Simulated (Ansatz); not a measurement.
Li:

```
CELL_PARAMETERS angstrom
-1.75465 1.75465 1.75465
1.75465 -1.75465 1.75465
1.75465 1.75465 -1.75465
ATOMIC_POSITIONS crystal
Li 0.00000 0.00000 0.00000
```

```yaml
Program: Ansatz 0.2.0
Task: relaxation of cell and atoms
Functional: PBE
Potentials_or_basis: all-electron LAPW, scalar-relativistic
Basis_error_allowed: 0.001 eV/atom
k_mesh: 11 × 11 × 11
Occupations: fermi-dirac, width 0.05 eV
Spin: no spin polarisation
```

At the start: volume 21.61 Å³/atom.

Q: How do energy, volume and symmetry change on relaxing?

A: Over 4 steps the energy falls by 3.6 meV/atom and the volume is 20.19 Å³/atom (-6.6 %); space group Im-3m (No. 229, to 0.05 Å).

Step by step:
| step | energy change (eV) | largest force (eV/Å) | volume (Å³) |
| --- | --- | --- | --- |
| 1 | 0.0000 | 0.0000 | 21.61 |
| 2 | -0.0024 | 0.0000 | 21.02 |
| 3 | -0.0036 | 0.0000 | 20.19 |
| 4 | -0.0036 | 0.0000 | 20.19 |

Final structure:
```xyz
1
Lattice="-1.7154 1.7154 1.7154 1.7154 -1.7154 1.7154 1.7154 1.7154 -1.7154" Properties=species:S:1:pos:R:3 pbc="T T T"
Li    0.0000    0.0000    0.0000
```

The cell as given is a measured one (21.61 Å³/atom); PBE puts the equilibrium volume -6.6 % from it, thermal expansion not counted.
